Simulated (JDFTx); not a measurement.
# AgBr (Fm-3m) in JDFTx: further runs

The runs below take AgBr through equation of state, with LDA.

Everything below comes from runs of JDFTx 1.7.0 (patched build). Logs are shortened: lines on timing, memory, paths and dates and some standing lists are left out, and cuts for length are marked. The log counts tension as positive stress, the text compression.

## (1) The crystal as given

Symmetry: Fm-3m, No. 225, cubic system. The conventional cell has a = 5.740 Å, b = 5.740 Å, c = 5.740 Å, α = 90.00°, β = 90.00°, γ = 90.00°. Around Ag (site symmetry m-3m) lie 6 Br at 2.87 Å. Around Br (site symmetry m-3m) lie 6 Ag at 2.87 Å.

## (2) Equation of state, LDA, 22.22 Å³/atom (volume scaled by 0.94)

Input file AgBr.in:

```
lattice Face-Centered Cubic 10.6261532506
coords-type Lattice
ion Ag     0.0000000000     0.0000000000     0.0000000000 1
ion Br     0.5000000000     0.5000000000     0.5000000000 1

ion-species pseudo/Ag.upf
ion-species pseudo/Br.upf
elec-cutoff 43 344
elec-ex-corr lda-PW
kpoint-folding 8 8 8
elec-smearing Fermi 0.0018374661
elec-n-bands 19
electronic-SCF nIterations 100 energyDiffThreshold 1e-09
electronic-minimize nIterations 30 energyDiffThreshold 1e-7
forces-output-coords Cartesian

dump-name run.$VAR
dump End Ecomponents EigStats BandEigs Kpoints Forces Stress ElecDensity Dtot KEdensity
```

Potentials or basis: PseudoDojo-SR-LDA-0.4.1-standard with smoothed tails.

Started as:

```bash
> jdftx -c 1 -i AgBr.in -o AgBr.out
```

Output:

```text
*************** JDFTx 1.7.0 (patched build) ***************

Input parsed successfully to the following command list (including defaults):

basis kpoint-dependent
coords-type Lattice
core-overlap-check vector
coulomb-interaction Periodic
davidson-band-ratio 1.1
dump End Forces ElecDensity KEdensity Dtot BandEigs EigStats Ecomponents Stress Kpoints
dump-name run.$VAR
elec-cutoff 43 344
elec-eigen-algo Davidson
elec-ex-corr lda-PW
elec-n-bands 19 1
elec-smearing Fermi 0.00183747
electronic-minimize  \
	dirUpdateScheme      FletcherReeves \
	linminMethod         DirUpdateRecommended \
	nIterations          30 \
	history              15 \
	knormThreshold       0 \
	maxThreshold         no \
	energyDiffThreshold  1e-07 \
	nEnergyDiff          2 \
	convergeAll          no \
	alphaTstart          1 \
	alphaTmin            1e-10 \
	updateTestStepSize   yes \
	alphaTreduceFactor   0.1 \
	alphaTincreaseFactor 3 \
	nAlphaAdjustMax      3 \
	wolfeEnergy          0.0001 \
	wolfeGradient        0.9 \
	abortOnFailedStep    no \
	fdTest               no
electronic-scf  \
	nIterations	100 \
	energyDiffThreshold	1e-09 \
	residualThreshold	1e-07 \
	mixFraction	0.5 \
	qMetric	0.8 \
	history	10 \
	nEigSteps	2 \
	eigDiffThreshold	1e-08 \
	mixedVariable	Density \
	qKerker	0.8 \
	qKappa	-1 \
	verbose	no \
	mixFractionMag	1.5
exchange-regularization WignerSeitzTruncated
fluid None
fluid-ex-corr lda-TF lda-PZ
fluid-gummel-loop 10 1.000000e-05
fluid-minimize  \
	dirUpdateScheme      PolakRibiere \
	linminMethod         DirUpdateRecommended \
	nIterations          100 \
	history              15 \
	knormThreshold       0 \
	maxThreshold         no \
	energyDiffThreshold  0 \
	nEnergyDiff          2 \
	convergeAll          no \
	alphaTstart          1 \
	alphaTmin            1e-10 \
	updateTestStepSize   yes \
	alphaTreduceFactor   0.1 \
	alphaTincreaseFactor 3 \
	nAlphaAdjustMax      3 \
	wolfeEnergy          0.0001 \
	wolfeGradient        0.9 \
	abortOnFailedStep    no \
	fdTest               no
fluid-solvent H2O 55.338 ScalarEOS \
	epsBulk 78.4 \
	pMol 0.92466 \
	epsInf 1.77 \
	Pvap 1.06736e-10 \
	sigmaBulk 4.62e-05 \
	Rvdw 2.61727 \
	Res 1.42 \
	tauNuc 343133 \
	poleEl 15 7 1
forces-output-coords Cartesian
ion Ag   0.000000000000000   0.000000000000000   0.000000000000000 1
ion Br   0.500000000000000   0.500000000000000   0.500000000000000 1
ion-species pseudo/Ag.upf
ion-species pseudo/Br.upf
ion-width 0
ionic-minimize  \
	dirUpdateScheme      L-BFGS \
	linminMethod         DirUpdateRecommended \
	nIterations          0 \
	history              15 \
	knormThreshold       0.0001 \
	maxThreshold         no \
	energyDiffThreshold  1e-06 \
	nEnergyDiff          2 \
	convergeAll          no \
	alphaTstart          1 \
	alphaTmin            1e-10 \
	updateTestStepSize   yes \
	alphaTreduceFactor   0.1 \
	alphaTincreaseFactor 3 \
	nAlphaAdjustMax      3 \
	wolfeEnergy          0.0001 \
	wolfeGradient        0.9 \
	abortOnFailedStep    no \
	fdTest               no
kpoint   0.000000000000   0.000000000000   0.000000000000  1.00000000000000
kpoint-folding 8 8 8
latt-move-scale 1 1 1
latt-scale 1 1 1
lattice Face-Centered Cubic 10.6262
lattice-minimize  \
	dirUpdateScheme      L-BFGS \
	linminMethod         DirUpdateRecommended \
	nIterations          0 \
	history              15 \
	knormThreshold       0 \
	maxThreshold         no \
	energyDiffThreshold  1e-06 \
	nEnergyDiff          2 \
	convergeAll          no \
	alphaTstart          1 \
	alphaTmin            1e-10 \
	updateTestStepSize   yes \
	alphaTreduceFactor   0.1 \
	alphaTincreaseFactor 3 \
	nAlphaAdjustMax      3 \
	wolfeEnergy          0.0001 \
	wolfeGradient        0.9 \
	abortOnFailedStep    no \
	fdTest               no
lcao-params -1 1e-06 0.00183747
pcm-variant GLSSA13
perturb-minimize  \
	nIterations            0 \
	algorithm              MINRES \
	residualTol            0.0001 \
	residualDiffThreshold  0.0001 \
	CGBypass               no \
	recomputeResidual      no
spintype no-spin
subspace-rotation-factor 1 yes
symmetries automatic
symmetry-threshold 0.0001

---------- Setting up symmetries ----------
[... 5 lines left out ...]
---------- Initializing the Grid ----------
R =
[            0      5.31308      5.31308  ]
[      5.31308            0      5.31308  ]
[      5.31308      5.31308            0  ]
unit cell volume = 299.963
G =
[  -0.591294   0.591294   0.591294  ]
[   0.591294  -0.591294   0.591294  ]
[   0.591294   0.591294  -0.591294  ]
Minimum fftbox size, Smin = [  64  64  64  ]
Chosen fftbox size, S = [  64  64  64  ]

---------- Initializing tighter grid for wavefunction operations ----------
R =
[            0      5.31308      5.31308  ]
[      5.31308            0      5.31308  ]
[      5.31308      5.31308            0  ]
unit cell volume = 299.963
G =
[  -0.591294   0.591294   0.591294  ]
[   0.591294  -0.591294   0.591294  ]
[   0.591294   0.591294  -0.591294  ]
Minimum fftbox size, Smin = [  48  48  48  ]
Chosen fftbox size, S = [  48  48  48  ]

---------- Exchange Correlation functional ----------
Initalized Slater LDA exchange.
Initalized Perdew-Wang LDA correlation.

---------- Setting up pseudopotentials ----------
Width of ionic core gaussian charges (only for fluid interactions / plotting) set to 0

Reading pseudopotential file 'pseudo/Ag.upf':
  'Ag' pseudopotential, 'SLA  PW   NOGX NOGC' functional
  Generated using ONCVPSP code by D. R. Hamann
  19 valence electrons, 4 orbitals, 6 projectors, 1001 radial grid points, with lMax = 2
    4S    l: 0   occupation:  2.0   eigenvalue: -3.494037
    4P    l: 1   occupation:  6.0   eigenvalue: -2.156004
    4D    l: 2   occupation: 10.0   eigenvalue: -0.281580
    5S    l: 0   occupation:  1.0   eigenvalue: -0.173197
  Core radius for overlap checks: 1.53 bohrs.

Reading pseudopotential file 'pseudo/Br.upf':
  'Br' pseudopotential, 'SLA  PW   NOGX NOGC' functional
  Generated using ONCVPSP code by D. R. Hamann
  7 valence electrons, 2 orbitals, 6 projectors, 1001 radial grid points, with lMax = 2
    4S    l: 0   occupation:  2.0   eigenvalue: -0.746748
    4P    l: 1   occupation:  5.0   eigenvalue: -0.294086
  Core radius for overlap checks: 1.88 bohrs.

Initialized 2 species with 2 total atoms.

Folded 1 k-points by 8x8x8 to 512 k-points.

---------- Setting up k-points, bands, fillings ----------
Reduced to 29 k-points under symmetry.
Computing the number of bands and number of electrons
Calculating initial fillings.
nElectrons:  26.000000   nBands: 19   nStates: 29

----- Setting up reduced wavefunction bases (one per k-point) -----
average nbasis = 4040.416 , ideal nbasis = 4039.847

---------- Setting up ewald sum ----------
Optimum gaussian width for ewald sums = 2.413107 bohr.
Real space sum over 1331 unit cells with max indices [  5  5  5  ]
Reciprocal space sum over 2197 terms with max indices [  6  6  6  ]

---------- Allocating electronic variables ----------
Initializing wave functions:  linear combination of atomic orbitals
Note: number of bands (19) exceeds available atomic orbitals (14)
Ag pseudo-atom occupations:   s ( 2 1 )  p ( 6 )  d ( 10 )
Br pseudo-atom occupations:   s ( 2 )  p ( 5 )
	FillingsUpdate:  mu: +0.357421203  nElectrons: 26.000000
LCAOMinimize: Iter:   0  F: -161.2042495772074062  |grad|_K:  1.224e-03  alpha:  1.000e+00
	FillingsUpdate:  mu: +0.354702485  nElectrons: 26.000000
LCAOMinimize: Iter:   1  F: -161.2088164519525151  |grad|_K:  8.115e-05  alpha:  5.617e-01  linmin: -6.719e-02  cgtest:  1.463e-01
LCAOMinimize: Encountered beta<0, resetting CG.
	FillingsUpdate:  mu: +0.354033450  nElectrons: 26.000000
LCAOMinimize: Iter:   2  F: -161.2088411753602486  |grad|_K:  4.709e-06  alpha:  7.190e-01  linmin:  3.466e-02  cgtest: -1.277e-01
	FillingsUpdate:  mu: +0.354040906  nElectrons: 26.000000
LCAOMinimize: Iter:   3  F: -161.2088412694242265  |grad|_K:  1.365e-06  alpha:  8.312e-01  linmin:  1.251e-04  cgtest:  8.332e-02
	FillingsUpdate:  mu: +0.354047275  nElectrons: 26.000000
LCAOMinimize: Iter:   4  F: -161.2088412757847493  |grad|_K:  5.800e-08  alpha:  6.519e-01  linmin: -3.821e-04  cgtest: -1.848e-02
LCAOMinimize: Converged (|Delta F|<1.000000e-06 for 2 iters).

-------- Electronic minimization -----------
Will mix electronic density at each iteration.
	FillingsUpdate:  mu: +0.354047275  nElectrons: 26.000000
	FillingsUpdate:  mu: +0.349223348  nElectrons: 26.000000
SCF: Cycle:  0   F: -161.243729634983140   dF: -3.489e-02   |Residual|: 5.431e-02   |deigs|: 1.271e-01
	FillingsUpdate:  mu: +0.342476282  nElectrons: 26.000000
SCF: Cycle:  1   F: -161.246728586986478   dF: -2.999e-03   |Residual|: 1.766e-02   |deigs|: 9.486e-03
	FillingsUpdate:  mu: +0.340389064  nElectrons: 26.000000
SCF: Cycle:  2   F: -161.247050443150556   dF: -3.219e-04   |Residual|: 4.620e-03   |deigs|: 2.158e-03
	FillingsUpdate:  mu: +0.340399055  nElectrons: 26.000000
SCF: Cycle:  3   F: -161.247053470026145   dF: -3.027e-06   |Residual|: 1.349e-03   |deigs|: 4.340e-04
	FillingsUpdate:  mu: +0.340319589  nElectrons: 26.000000
SCF: Cycle:  4   F: -161.247053957899595   dF: -4.879e-07   |Residual|: 2.183e-04   |deigs|: 1.912e-04
	FillingsUpdate:  mu: +0.340356524  nElectrons: 26.000000
SCF: Cycle:  5   F: -161.247054045185450   dF: -8.729e-08   |Residual|: 7.486e-05   |deigs|: 7.539e-05
	FillingsUpdate:  mu: +0.340358368  nElectrons: 26.000000
SCF: Cycle:  6   F: -161.247054064422599   dF: -1.924e-08   |Residual|: 2.919e-05   |deigs|: 4.945e-05
	FillingsUpdate:  mu: +0.340354520  nElectrons: 26.000000
SCF: Cycle:  7   F: -161.247054070141246   dF: -5.719e-09   |Residual|: 1.073e-05   |deigs|: 4.908e-05
	FillingsUpdate:  mu: +0.340355015  nElectrons: 26.000000
SCF: Cycle:  8   F: -161.247054071940795   dF: -1.800e-09   |Residual|: 1.032e-05   |deigs|: 1.350e-04
	FillingsUpdate:  mu: +0.340356092  nElectrons: 26.000000
SCF: Cycle:  9   F: -161.247054072398157   dF: -4.574e-10   |Residual|: 1.590e-06   |deigs|: 6.489e-05
	FillingsUpdate:  mu: +0.340356344  nElectrons: 26.000000
SCF: Cycle: 10   F: -161.247054072522275   dF: -1.241e-10   |Residual|: 1.983e-06   |deigs|: 2.478e-05
SCF: Converged (|Delta E|<1.000000e-09 for 2 iters).

Setting wave functions to eigenvectors of Hamiltonian

# Stress tensor in Cartesian coordinates [Eh/a0^3]:
[  4.35548e-05            0            0  ]
[            0  4.35548e-05            0  ]
[            0            0  4.35548e-05  ]

# Ionic positions in lattice coordinates:
ion Ag   0.000000000000000   0.000000000000000   0.000000000000000 1
ion Br   0.500000000000000   0.500000000000000   0.500000000000000 1

# Forces in Cartesian coordinates:
force Ag   0.000000000000000   0.000000000000000  -0.000000000000000 1
force Br   0.000000000000000  -0.000000000000000   0.000000000000000 1

# Energy components:
   Eewald =     -102.0906788462504409
       EH =       50.7347387394628768
     Eloc =     -148.6799235685869576
      Enl =       -0.1030353414153988
      Exc =      -28.2233077973540176
 Exc_core =        9.5397353398671658
       KE =       57.5754241138333214
-------------------------------------
     Etot =     -161.2470473604434176
       TS =        0.0000067120788457
-------------------------------------
        F =     -161.2470540725222747

IonicMinimize: Iter:   0  F: -161.247054072522275  |grad|_K:       -nan
IonicMinimize: None of the convergence criteria satisfied after 0 iterations.

#--- Lowdin population analysis ---
# oxidation-state Ag +0.486
# oxidation-state Br -0.388

Dumping 'run.eigStats' ...
	eMin: -2.985251 at state 0 ( [ +0.000000 +0.000000 +0.000000 ] spin 0 )
	HOMO: +0.330797 at state 4 ( [ +0.000000 +0.000000 +0.500000 ] spin 0 )
	mu  : +0.340356
	LUMO: +0.344599 at state 0 ( [ +0.000000 +0.000000 +0.000000 ] spin 0 )
	eMax: +0.886796 at state 20 ( [ +0.000000 +0.500000 +0.500000 ] spin 0 )
	HOMO-LUMO gap: +0.013802
	Optical gap  : +0.093216 at state 0 ( [ +0.000000 +0.000000 +0.000000 ] spin 0 )
Done!
```

Run time: 36 s. Hardware: 1 thread of AMD EPYC 9R45 (Zen 5), shared host; peak memory 0.17 GiB.

Results:

| Property | Result |
| --- | --- |
| Free energy | -4387.7559 eV |
| Pressure | -1.3 GPa |
| Band gap on the k mesh | 0.38 eV, indirect (least direct gap 2.54 eV) |
| Loewdin charges | Ag +0.49; Br -0.39 e |

## (3) Equation of state, LDA, 22.70 Å³/atom (volume scaled by 0.96)

Edit AgBr.in of step 2 so:

```diff
@@ -1,2 +1,2 @@
-lattice Face-Centered Cubic 10.6261532506
+lattice Face-Centered Cubic 10.7009877816
 coords-type Lattice
@@ -17,2 +17,2 @@
 dump-name run.$VAR
-dump End Ecomponents EigStats BandEigs Kpoints Forces Stress ElecDensity Dtot KEdensity
+dump End Ecomponents EigStats BandEigs Kpoints Forces Stress
```

Potentials or basis: PseudoDojo-SR-LDA-0.4.1-standard with smoothed tails.

Started as:

```bash
> jdftx -c 1 -i AgBr.in -o AgBr.out
```

It took 35 s on 1 thread of AMD EPYC 9R45 (Zen 5), shared host; peak memory 0.17 GiB.

Results (log left out):

```yaml
Free_energy: -4387.7450 eV
Pressure: -2.4 GPa
Band_gap_on_the_k_mesh: 0.37 eV, indirect (least direct gap 2.45 eV)
Loewdin_charges: Ag +0.49; Br -0.39 e
```

## (4) Equation of state, LDA, 23.17 Å³/atom (volume scaled by 0.98)

Edit AgBr.in of step 3 so:

```diff
@@ -1,2 +1,2 @@
-lattice Face-Centered Cubic 10.7009877816
+lattice Face-Centered Cubic 10.7747900294
 coords-type Lattice
```

Started as:

```bash
> jdftx -c 1 -i AgBr.in -o AgBr.out
```

Run time: 35 s. Hardware: 1 thread of AMD EPYC 9R45 (Zen 5), shared host; peak memory 0.17 GiB.

It converged, with:

| Property | Result |
| --- | --- |
| Free energy | -4387.7279 eV |
| Pressure | -3.4 GPa |
| Band gap on the k mesh | 0.37 eV, indirect (least direct gap 2.38 eV) |
| Loewdin charges | Ag +0.49; Br -0.40 e |

## (5) Equation of state, LDA, 23.64 Å³/atom

Edit AgBr.in of step 4 so:

```diff
@@ -1,2 +1,2 @@
-lattice Face-Centered Cubic 10.7747900294
+lattice Face-Centered Cubic 10.8475948732
 coords-type Lattice
```

Started as:

```bash
> jdftx -c 1 -i AgBr.in -o AgBr.out
```

It took 36 s on 1 thread of AMD EPYC 9R45 (Zen 5), shared host; peak memory 0.19 GiB.

It converged, with:

```yaml
Free_energy: -4387.7054 eV
Pressure: -4.2 GPa
Band_gap_on_the_k_mesh: 0.38 eV, indirect (least direct gap 2.31 eV)
Loewdin_charges: Ag +0.49; Br -0.40 e
```

## (6) Equation of state, LDA, 24.12 Å³/atom (volume scaled by 1.02)

Edit AgBr.in of step 5 so:

```diff
@@ -1,2 +1,2 @@
-lattice Face-Centered Cubic 10.8475948732
+lattice Face-Centered Cubic 10.9194353433
 coords-type Lattice
```

Potentials or basis: PseudoDojo-SR-LDA-0.4.1-standard with smoothed tails.

Started as:

```bash
> jdftx -c 1 -i AgBr.in -o AgBr.out
```

Run time: 35 s. Hardware: 1 thread of AMD EPYC 9R45 (Zen 5), shared host; peak memory 0.18 GiB.

The run converged. Its results:

| Quantity | Value |
| --- | --- |
| Free energy | -4387.6781 eV |
| Pressure | -5.0 GPa |
| Band gap on the k mesh | 0.38 eV, indirect (least direct gap 2.24 eV) |
| Loewdin charges | Ag +0.49; Br -0.40 e |

## (7) Equation of state, LDA, 24.59 Å³/atom (volume scaled by 1.04)

Edit AgBr.in of step 6 so:

```diff
@@ -1,2 +1,2 @@
-lattice Face-Centered Cubic 10.9194353433
+lattice Face-Centered Cubic 10.9903427547
 coords-type Lattice
```

Started as:

```bash
> jdftx -c 1 -i AgBr.in -o AgBr.out
```

It took 36 s on 1 thread of AMD EPYC 9R45 (Zen 5), shared host; peak memory 0.18 GiB.

The run converged. Its results:

- Free energy: -4387.6469 eV
- Pressure: -5.6 GPa
- Band gap on the k mesh: 0.38 eV, indirect (least direct gap 2.18 eV)
- Loewdin charges: Ag +0.49; Br -0.41 e

## (8) Equation of state, LDA, 25.06 Å³/atom (volume scaled by 1.06)

Edit AgBr.in of step 7 so:

```diff
@@ -1,2 +1,2 @@
-lattice Face-Centered Cubic 10.9903427547
+lattice Face-Centered Cubic 11.0603468252
 coords-type Lattice
```

Started as:

```bash
> jdftx -c 1 -i AgBr.in -o AgBr.out
```

Run time: 38 s. Hardware: 1 thread of AMD EPYC 9R45 (Zen 5), shared host; peak memory 0.19 GiB.

Results (log left out):

```yaml
Free_energy: -4387.6120 eV
Pressure: -6.2 GPa
Band_gap_on_the_k_mesh: 0.39 eV, indirect (least direct gap 2.12 eV)
Loewdin_charges: Ag +0.49; Br -0.41 e
```

## (9) Equation of state, LDA

Potentials or basis: PseudoDojo-SR-LDA-0.4.1-standard with smoothed tails.

No new run: the results of the series are fitted here.

Results:

* Equilibrium volume: 21.76 Å³/atom (rough: see the caveat)
* Bulk modulus: 64 GPa (rough)

Energy against volume, from the lowest point:
| volume (Å³/atom) | energy (meV/atom) |
| --- | --- |
| 22.225 | 0.00 |
| 22.698 | 5.45 |
| 23.171 | 14.00 |
| 23.644 | 25.26 |
| 24.116 | 38.86 |
| 24.589 | 54.51 |
| 25.062 | 71.91 |

Caveat: the minimum lies outside the volumes run.

## (10) For comparison

An earlier run on the cell as given: functional PBEsol; potentials or basis PseudoDojo-SR-PBEsol-0.4.1-standard with smoothed tails; cutoff 1116 eV; density cutoff 8925 eV; k mesh 8 × 8 × 8; occupations fermi-dirac, width 0.05 eV; no spin polarisation.

- Pressure: -1.7 GPa
- Band gap on the k mesh: 0.50 eV, indirect (least direct gap 2.45 eV)
- Loewdin charges: Ag +0.50; Br -0.41 e
